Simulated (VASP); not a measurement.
Mn2Sn, 3 atoms in the cell. It takes space group R-3m (No. 166, trigonal). Conventional cell: a = 3.289 Å, b = 3.289 Å, c = 14.899 Å, α = 90.00°, β = 90.00°, γ = 120.00°. Mn (site symmetry 3m) has 3 Sn at 2.27 Å as nearest neighbours. Around Sn (site symmetry -3m) lie 6 Mn at 2.27 Å. The cell was built by a generator and needn't be a form met in nature.

| Property | Result |
| --- | --- |
| Program | VASP 6.6.1 |
| Task | relaxation of cell and atoms |
| Functional | PBE |
| Potentials or basis | VASP PAW PBE potentials, release 64 (Mn_pv, Sn_d) |
| Cutoff | 600 eV |
| k mesh | 6 × 6 × 6 |
| Occupations | gaussian, width 0.1 eV |
| Spin | collinear spin, typed start |
| Starting moments | [2.84, 2.84, 0.0] μB |
| Dipole correction | no |
| Further INCAR settings | ALGO = Fast; EDIFF = 1e-06; IBRION = 2; EDIFFG = -0.04; NSW = 90; ISIF = 3 |

Potentials or basis: VASP PAW PBE potentials, release 64 (Mn_pv, Sn_d).

Run with:

```console
$ cat potpaw_PBE.64/Mn_pv/POTCAR potpaw_PBE.64/Sn_d/POTCAR > POTCAR
$ mpirun -np 1 vasp_std > vasp.out
```

Hardware: 1 thread of Intel(R) Xeon(R) Platinum 8559C (Emerald Rapids), on a shared host.

Task: How long does it take, and how much memory?

Result: Wall time 55 min on 1 thread of Intel(R) Xeon(R) Platinum 8559C (Emerald Rapids) (shared host), peak memory 0.39 GiB. Counts: scf iterations 406, k points 32, ion steps 39.
